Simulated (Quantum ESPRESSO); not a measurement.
# Ru (P6_3/mmc) in Quantum ESPRESSO: further runs

One crystal, Ru, is run at these levels: AM05, rPW86PBE+rVV10, BLYP, PBE; tasks: phonons.

All numbers are computed with Quantum ESPRESSO 7.5; they aren't measurements. Logs are shortened: lines on timing, memory, paths and dates and some standing lists are left out, and cuts for length are marked.

## 1. The crystal as given

It takes space group P6_3/mmc (No. 194, hexagonal). Conventional cell: a = 2.706 Å, b = 2.706 Å, c = 4.282 Å, α = 90.00°, β = 90.00°, γ = 120.00°. Ru (site symmetry -6m2) has 12 Ru at 2.65 to 2.71 Å as nearest neighbours.

## 2. Phonons, AM05

pw.in reads:

```
&CONTROL
  calculation = 'scf'
  prefix = 'pwscf'
  outdir = './tmp'
  pseudo_dir = './pseudo'
  tprnfor = .true.
  tstress = .true.
  disk_io = 'low'
/
&SYSTEM
  ibrav = 0
  nat = 2
  ntyp = 1
  ecutwfc = 84
  nbnd = 24
  input_dft = 'XC-000I-000I-120L-135L-000I-000I'
  occupations = 'smearing'
  smearing = 'mv'
  degauss = 0.01999163
/
&ELECTRONS
  conv_thr = 4d-10
  electron_maxstep = 120
  mixing_beta = 0.5
/
ATOMIC_SPECIES
Ru   101.0700 Ru.upf
CELL_PARAMETERS angstrom
   2.7058000000    0.0000000000    0.0000000000
  -1.3529000000    2.3432915376    0.0000000000
   0.0000000000    0.0000000000    4.2819000000
ATOMIC_POSITIONS crystal
Ru     0.6666666667    0.3333333333    0.7500000000
Ru     0.3333333333    0.6666666667    0.2500000000
K_POINTS automatic
9 9 5 0 0 0
```

relax.in reads:

```
&CONTROL
  calculation = 'vc-relax'
  prefix = 'pwscf'
  outdir = './tmp'
  pseudo_dir = './pseudo'
  tprnfor = .true.
  tstress = .true.
  disk_io = 'low'
  nstep = 40
  forc_conv_thr = 0.0001
  etot_conv_thr = 1d-06
/
&SYSTEM
  ibrav = 0
  nat = 2
  ntyp = 1
  ecutwfc = 84
  nbnd = 24
  input_dft = 'XC-000I-000I-120L-135L-000I-000I'
  occupations = 'smearing'
  smearing = 'mv'
  degauss = 0.01999163
/
&ELECTRONS
  conv_thr = 4d-10
  electron_maxstep = 120
  mixing_beta = 0.5
/
&IONS
  ion_dynamics = 'bfgs'
/
&CELL
  cell_dynamics = 'bfgs'
  press = 0
  press_conv_thr = 0.2
/
ATOMIC_SPECIES
Ru   101.0700 Ru.upf
CELL_PARAMETERS angstrom
   2.7058000000    0.0000000000    0.0000000000
  -1.3529000000    2.3432915376    0.0000000000
   0.0000000000    0.0000000000    4.2819000000
ATOMIC_POSITIONS crystal
Ru     0.6666666667    0.3333333333    0.7500000000
Ru     0.3333333333    0.6666666667    0.2500000000
K_POINTS automatic
9 9 5 0 0 0
```

scf2.in reads:

```
&CONTROL
  calculation = 'scf'
  prefix = 'pwscf'
  outdir = './tmp'
  pseudo_dir = './pseudo'
  tprnfor = .true.
  tstress = .true.
  disk_io = 'low'
/
&SYSTEM
  ibrav = 0
  nat = 2
  ntyp = 1
  ecutwfc = 84
  nbnd = 24
  input_dft = 'XC-000I-000I-120L-135L-000I-000I'
  occupations = 'smearing'
  smearing = 'mv'
  degauss = 0.01999163
/
&ELECTRONS
  conv_thr = 1d-13
  electron_maxstep = 120
  mixing_beta = 0.5
  startingpot = 'file'
  startingwfc = 'file'
/
ATOMIC_SPECIES
Ru   101.0700 Ru.upf
CELL_PARAMETERS angstrom
   2.6851981782    0.0000000000    0.0000000000
  -1.3425990891    2.3254498366    0.0000000000
   0.0000000000    0.0000000000    4.2482028862
ATOMIC_POSITIONS crystal
Ru     0.6666666667    0.3333333333    0.7500000000
Ru     0.3333333333    0.6666666667    0.2500000000
K_POINTS automatic
9 9 5 0 0 0
```

ph.in reads:

```
phonons of Ru
&INPUTPH
  prefix = 'pwscf'
  outdir = './tmp'
  tr2_ph = 1d-16
  fildyn = 'dyn'
  niter_ph = 60
  alpha_mix(1) = 0.4
/
0.0000000000 0.0000000000 0.0000000000
```

dynmat.in reads:

```
&INPUT
  fildyn = 'dyn'
  asr = 'crystal'
  filout = 'dynmat.disp'
  fileig = 'dynmat.eig'
/
```

Potentials or basis: PseudoDojo 0.4.1 SR PBE standard.

Started as:

```sh
$ OMP_NUM_THREADS=1 pw.x -in pw.in > pw.out
$ OMP_NUM_THREADS=1 pw.x -in relax.in > relax.out
$ OMP_NUM_THREADS=1 pw.x -in scf2.in > scf2.out
$ OMP_NUM_THREADS=1 ph.x -in ph.in > ph.out
$ OMP_NUM_THREADS=1 dynmat.x -in dynmat.in > dynmat.out
```

pw.out:

```text
This program is part of the open-source Quantum ESPRESSO suite
     for quantum simulation of materials; please cite
         "P. Giannozzi et al., J. Phys.:Condens. Matter 21 395502 (2009);
         "P. Giannozzi et al., J. Phys.:Condens. Matter 29 465901 (2017);
         "P. Giannozzi et al., J. Chem. Phys. 152 154105 (2020);
     in publications or presentations arising from this work. More details at

     IMPORTANT: XC functional enforced from input :
     Exchange-correlation= XC-000I-000I-120L-135L-000I-000I
                           (   0   0 120 135   0   0   0)
     Any further DFT definition will be discarded
     Please, verify this is what you really want

     Message from routine setup:
     using ibrav=0 with symmetry is DISCOURAGED, use correct ibrav instead

     G-vector sticks info
     --------------------
     sticks:   dense  smooth     PW     G-vecs:    dense   smooth      PW
     Sum         595     595    187                18953    18953    3091

     Using Slab Decomposition

     bravais-lattice index     =            0
     lattice parameter (alat)  =       5.1132  a.u.
     unit-cell volume          =     183.2125 (a.u.)^3
     number of atoms/cell      =            2
     number of atomic types    =            1
     number of electrons       =        32.00
     number of Kohn-Sham states=           24
     kinetic-energy cutoff     =      84.0000  Ry
     charge density cutoff     =     336.0000  Ry
     scf convergence threshold =      4.0E-10
     mixing beta               =       0.5000
     number of iterations used =            8  plain     mixing
     Exchange-correlation= XC-000I-000I-120L-135L-000I-000I
                           (   0   0 120 135   0   0   0)

     celldm(1)=   5.113221  celldm(2)=   0.000000  celldm(3)=   0.000000
     celldm(4)=   0.000000  celldm(5)=   0.000000  celldm(6)=   0.000000

     crystal axes: (cart. coord. in units of alat)
               a(1) = (   1.000000   0.000000   0.000000 )
               a(2) = (  -0.500000   0.866025   0.000000 )
               a(3) = (   0.000000   0.000000   1.582489 )

     reciprocal axes: (cart. coord. in units 2 pi/alat)
               b(1) = (  1.000000  0.577350 -0.000000 )
               b(2) = (  0.000000  1.154701  0.000000 )
               b(3) = (  0.000000 -0.000000  0.631916 )

     PseudoPot. # 1 for Ru read from file:
     Ru.upf
     Pseudo is Norm-conserving + core correction, Zval = 16.0
     Generated using ONCVPSP code by D. R. Hamann
     Using radial grid of 1584 points,  6 beta functions with:
                l(1) =   0
                l(2) =   0
                l(3) =   1
                l(4) =   1
                l(5) =   2
                l(6) =   2

     atomic species   valence    mass     pseudopotential
     Ru               16.00   101.07000     Ru( 1.00)

     24 Sym. Ops., with inversion, found (12 have fractional translation)

   Cartesian axes

     site n.     atom                  positions (alat units)
         1        Ru     tau(   1) = (   0.5000000   0.2886751   1.1868671  )
         2        Ru     tau(   2) = (  -0.0000000   0.5773503   0.3956224  )

     number of k points=    36  Marzari-Vanderbilt smearing, width (Ry)=  0.0200
                       cart. coord. in units 2pi/alat
        k(    1) = (   0.0000000   0.0000000   0.0000000), wk =   0.0049383
        k(    2) = (   0.0000000   0.0000000   0.1263831), wk =   0.0098765
        k(    3) = (   0.0000000   0.0000000   0.2527663), wk =   0.0098765
        k(    4) = (   0.0000000   0.1283001   0.0000000), wk =   0.0296296
        k(    5) = (   0.0000000   0.1283001   0.1263831), wk =   0.0592593
        k(    6) = (   0.0000000   0.1283001   0.2527663), wk =   0.0592593
[... 28 lines left out ...]
        k(   35) = (   0.3333333   0.5773503   0.1263831), wk =   0.0197531
        k(   36) = (   0.3333333   0.5773503   0.2527663), wk =   0.0197531

     Dense  grid:    18953 G-vectors     FFT dimensions: (  30,  30,  48)

     WARNING: libxc functional with ID  120 depends
      on external parameters: check the user_guide of
      QE if you need to modify them or to check their
      default values.

     WARNING: libxc functional with ID  135 depends
      on external parameters: check the user_guide of
      QE if you need to modify them or to check their
      default values.

     Initial potential from superposition of free atoms

     starting charge      31.9985, renormalised to      32.0000
     Starting wfcs are   20 randomized atomic wfcs +    4 random wfcs

     Self-consistent Calculation

     iteration #  1     ecut=    84.00 Ry     beta= 0.50
     Davidson diagonalization with overlap
     ethr =  1.00E-02,  avg # of iterations =  4.2

     total energy              =    -403.48105228 Ry
     estimated scf accuracy    <       0.32797694 Ry

     iteration #  2     ecut=    84.00 Ry     beta= 0.50
     Davidson diagonalization with overlap
     ethr =  1.02E-03,  avg # of iterations =  2.1

     total energy              =    -403.55223853 Ry
     estimated scf accuracy    <       0.00656174 Ry

     iteration #  3     ecut=    84.00 Ry     beta= 0.50
     Davidson diagonalization with overlap
     ethr =  2.05E-05,  avg # of iterations =  4.1

     total energy              =    -403.55275409 Ry
     estimated scf accuracy    <       0.00103968 Ry

     iteration #  4     ecut=    84.00 Ry     beta= 0.50
     Davidson diagonalization with overlap
     ethr =  3.25E-06,  avg # of iterations =  2.5

     total energy              =    -403.55282448 Ry
     estimated scf accuracy    <       0.00002515 Ry

     iteration #  5     ecut=    84.00 Ry     beta= 0.50
     Davidson diagonalization with overlap
     ethr =  7.86E-08,  avg # of iterations =  2.3

     total energy              =    -403.55283034 Ry
     estimated scf accuracy    <       0.00000065 Ry

     iteration #  6     ecut=    84.00 Ry     beta= 0.50
     Davidson diagonalization with overlap
     ethr =  2.02E-09,  avg # of iterations =  1.4

     total energy              =    -403.55283033 Ry
     estimated scf accuracy    <       0.00000006 Ry

     iteration #  7     ecut=    84.00 Ry     beta= 0.50
     Davidson diagonalization with overlap
     ethr =  1.99E-10,  avg # of iterations =  2.0

     total energy              =    -403.55283034 Ry
     estimated scf accuracy    <          1.4E-09 Ry

     iteration #  8     ecut=    84.00 Ry     beta= 0.50
     Davidson diagonalization with overlap
     ethr =  4.45E-12,  avg # of iterations =  2.0

     End of self-consistent calculation

          k = 0.0000 0.0000 0.0000 (  2369 PWs)   bands (ev):

   -49.5015 -49.2954 -19.9986 -19.0722 -19.0722 -18.9007 -18.9007 -18.8422
    15.4898  17.3191  20.9589  20.9589  21.1491  21.6475  21.6475  22.1937
    22.1937  24.7776  24.7823  24.7823  33.8639  38.5346  41.1520  41.7645

          k = 0.0000 0.0000 0.1264 (  2382 PWs)   bands (ev):

   -49.4821 -49.3154 -19.8929 -19.0560 -19.0560 -18.9577 -18.9173 -18.9173
    15.9270  17.4548  20.7704  20.7704  20.9411  21.4058  21.4058  22.7286
    22.7286  23.4895  24.7796  24.7796  35.6142  37.9403  40.6829  42.5247

          k = 0.0000 0.0000 0.2528 (  2400 PWs)   bands (ev):

   -49.4310 -49.3674 -19.6117 -19.2547 -19.0133 -19.0133 -18.9604 -18.9604
    16.9797  17.6117  20.6545  20.7020  20.7020  20.9640  20.9640  21.4403
    23.6941  23.6941  24.4802  24.4802  37.8102  38.2944  40.0150  42.8545

          k = 0.0000 0.1283 0.0000 (  2385 PWs)   bands (ev):

   -49.4837 -49.2885 -19.9566 -19.1607 -19.1018 -18.9921 -18.9131 -18.8619
    15.9373  17.6518  20.3688  21.3296  21.4291  21.6566  21.6959  21.9285
    21.9881  22.8649  24.9422  27.4026  33.7924  39.2311  41.6340  42.2807

          k = 0.0000 0.1283 0.1264 (  2388 PWs)   bands (ev):

   -49.4653 -49.3074 -19.8623 -19.1390 -19.0840 -19.0610 -18.9313 -18.9170
    16.3473  17.8131  20.3951  20.9103  20.9988  21.0515  21.7186  22.3065
    22.5964  22.8799  24.8828  26.3601  35.6133  38.6729  41.1572  42.4996

          k = 0.0000 0.1283 0.2528 (  2402 PWs)   bands (ev):

   -49.4169 -49.3566 -19.6127 -19.3013 -19.0780 -19.0371 -19.0003 -18.9788
    17.3621  18.0292  20.1711  20.2140  20.7400  20.9827  21.2670  21.5179
    23.6120  23.8487  24.4745  25.0222  38.4381  38.4679  40.4357  42.8389

          k = 0.0000 0.2566 0.0000 (  2381 PWs)   bands (ev):

   -49.4369 -49.2727 -19.8404 -19.3847 -19.2163 -19.1734 -18.9471 -18.9212
    17.0430  18.1791  19.8997  20.1101  21.1535  21.3807  22.1546  22.3635
    22.6113  22.9282  25.2226  30.2399  33.5805  38.5836  40.9481  41.5292

          k = 0.0000 0.2566 0.1264 (  2390 PWs)   bands (ev):

   -49.4213 -49.2886 -19.7910 -19.3436 -19.2788 -19.1521 -18.9690 -18.9524
    17.2856  18.3997  19.7786  20.0972  20.7348  21.3853  21.9696  22.5443
    22.8625  23.1420  25.0543  28.3977  35.6691  38.7787  40.7351  41.5508
[... 139 lines left out ...]
          k = 0.2222 0.5132 0.1264 (  2380 PWs)   bands (ev):

   -49.3040 -49.2662 -19.7632 -19.6625 -19.4910 -19.3033 -19.2341 -19.1003
    18.0367  18.7855  19.1816  19.6004  20.6001  21.4219  22.2144  24.0995
    24.4190  25.3089  28.7196  31.1642  33.9827  34.6542  36.8987  39.0632

          k = 0.2222 0.5132 0.2528 (  2367 PWs)   bands (ev):

   -49.2923 -49.2778 -19.8158 -19.7751 -19.4515 -19.3577 -19.1026 -19.0430
    18.1559  18.6285  19.3208  19.9121  20.4814  21.3771  22.3970  22.8760
    24.7415  25.3023  29.3218  30.2995  34.4527  35.5767  35.9623  37.7701

          k = 0.3333 0.5774 0.0000 (  2400 PWs)   bands (ev):

   -49.2788 -49.2788 -19.6890 -19.5130 -19.5130 -19.3208 -19.3116 -19.3116
    17.9502  19.2169  19.2169  19.7494  20.7205  20.7205  22.4857  24.5980
    24.5980  25.0400  30.5618  30.7844  30.7844  37.5630  39.2283  39.2285

          k = 0.3333 0.5774 0.1264 (  2376 PWs)   bands (ev):

   -49.2788 -49.2788 -19.6547 -19.6367 -19.6367 -19.3569 -19.1841 -19.1841
    18.2597  19.0874  19.0874  19.7784  20.7481  20.7481  22.3768  24.1351
    24.6983  24.6983  31.0796  31.0796  31.5610  36.5385  36.9943  36.9943

          k = 0.3333 0.5774 0.2528 (  2349 PWs)   bands (ev):

   -49.2787 -49.2787 -19.7503 -19.7503 -19.5641 -19.4504 -19.0641 -19.0641
    18.8866  18.8866  19.0312  19.6725  20.8086  20.8086  22.2573  22.7688
    24.8107  24.8107  31.7980  31.7980  33.3720  35.0642  35.3032  35.3032

     the Fermi energy is    23.6818 ev

!    total energy              =    -403.55283034 Ry
     estimated scf accuracy    <          9.2E-11 Ry
     smearing contrib. (-TS)   =      -0.00090437 Ry
     internal energy E=F+TS    =    -403.55192597 Ry

     The total energy is F=E-TS. E is the sum of the following terms:
     one-electron contribution =     -64.47742179 Ry
     hartree contribution      =      56.35953518 Ry
     xc contribution           =     -67.44962648 Ry
     ewald contribution        =    -327.98441288 Ry

     convergence has been achieved in   8 iterations

     Forces acting on atoms (cartesian axes, Ry/au):

     atom    1 type  1   force =     0.00000000    0.00000000    0.00000000
     atom    2 type  1   force =     0.00000000    0.00000000    0.00000000

     Total force =     0.000000     Total SCF correction =     0.000000

     Computing stress (Cartesian axis) and pressure

          total   stress  (Ry/bohr**3)                   (kbar)     P=      -77.52
  -0.00051386   0.00000000  -0.00000000          -75.59        0.00       -0.00
   0.00000000  -0.00051386   0.00000000            0.00      -75.59        0.00
   0.00000000   0.00000000  -0.00055308            0.00        0.00      -81.36

=------------------------------------------------------------------------------=
   JOB DONE.
=------------------------------------------------------------------------------=
```

Wall time 8.5 min (1 thread of Arm Neoverse V1, shared host); peak memory 0.07 GiB.

What came out:

* Free energy: -5490.6311 eV
* Relaxed volume: 13.26 Å³/atom
* Relaxed cell: a = 2.685 Å, b = 2.685 Å, c = 4.248 Å, α = 90.00°, β = 90.00°, γ = 120.00°
* Space group after relaxing (to 0.05 Å): P6_3/mmc (No. 194)
* Pressure after relaxing: 0.0 GPa
* Band gap on the k mesh: none (metal or under the smearing width)
* Highest phonon frequency at Γ: 274 cm⁻¹

The path:
| step | energy change (eV) | largest force (eV/Å) | pressure (GPa) | volume (Å³) |
| --- | --- | --- | --- | --- |
| 1 | 0.0000 | 0.0000 | -7.75 | 27.15 |
| 2 | -0.0071 | 0.0000 | 6.10 | 26.09 |
| 3 | -0.0154 | 0.0000 | -0.25 | 26.55 |
| 4 | -0.0154 | 0.0000 | -0.01 | 26.53 |
| 5 | -0.0154 | 0.0000 | 0.01 | 26.53 |

Final structure:
```
Ru
1.0
     2.68520    0.00000    0.00000
    -1.34260    2.32545    0.00000
     0.00000    0.00000    4.24820
Ru
2
Direct
  0.66667 0.33333 0.75000
  0.33333 0.66667 0.25000
```

Phonon frequencies in cm⁻¹ (negative: imaginary):
```csv
q point,frequencies
"(0.000, 0.000, 0.000)",-20 -20 -20 198 198 274
```

Optical modes at Γ, degenerate ones joined:
| cm⁻¹ | components | symmetry | active in |
| --- | --- | --- | --- |
| 198 | 2 | E2g | Raman |
| 274 | 1 | B1g | silent |

Caveat: the mesh is thin for the phonons of a metal; the potentials were made for another functional, which shifts forces and pressure.

(Part 1 of 2 ends here.)
